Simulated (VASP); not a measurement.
Crystal: P.

```
P
1.0
     2.51233    0.00000    0.00000
    -1.25617    2.17574    0.00000
     0.00000    0.00000    4.06998
P
2
Direct
  0.33333 0.66667 0.25000
  0.66667 0.33333 0.75000
```

This isn't the form of P at room conditions, which is orthorhombic.

The cell isn't the ideal one: cell and atoms relaxed from a first guess.

```yaml
Program: VASP 6.6.1
Task: relaxation of cell and atoms
Functional: PBE
Potentials_or_basis: VASP PAW PBE potentials, release 64 (P)
Cutoff: 600 eV
k_mesh: 15 × 15 × 8
Occupations: fermi-dirac, width 0.05 eV
Spin: no spin polarisation
```

At the start: pressure 39.8 GPa; volume 11.12 Å³/atom.

Question: Where does the relaxation end?

Answer: Over 13 steps the energy falls by 349.1 meV/atom and the volume is 14.52 Å³/atom (+30.5 %); space group P6_3/mmc (No. 194, to 0.05 Å).

Step by step:
```csv
step,energy change (eV),largest force (eV/Å),pressure (GPa),volume (Å³)
1,0.0000,0.0000,39.77,22.25
2,-0.5919,0.0000,-7.93,32.38
3,-0.6814,0.0000,0.29,28.95
4,-0.6815,0.0000,-0.13,29.09
5,-0.6939,0.0000,-0.50,29.17
6,-0.6978,0.0000,-0.62,29.23
7,-0.6979,0.0000,-0.64,29.24
8,-0.6979,0.0000,-0.63,29.23
9,-0.6983,0.0000,0.17,28.97
10,-0.6983,0.0000,0.00,29.03
11,-0.6983,0.0000,0.00,29.03
12,-0.6983,0.0000,-0.02,29.03
13,-0.6983,0.0000,-0.02,29.03
```

Final structure:
```
CELL_PARAMETERS angstrom
2.70377 0.00000 0.00000
-1.35188 2.34153 0.00000
0.00000 0.00000 4.58558
ATOMIC_POSITIONS crystal
P 0.33333 0.66667 0.25000
P 0.66667 0.33333 0.75000
```

Caveat: the volume moved by over 15 % at a fixed basis, so the end points are rough.
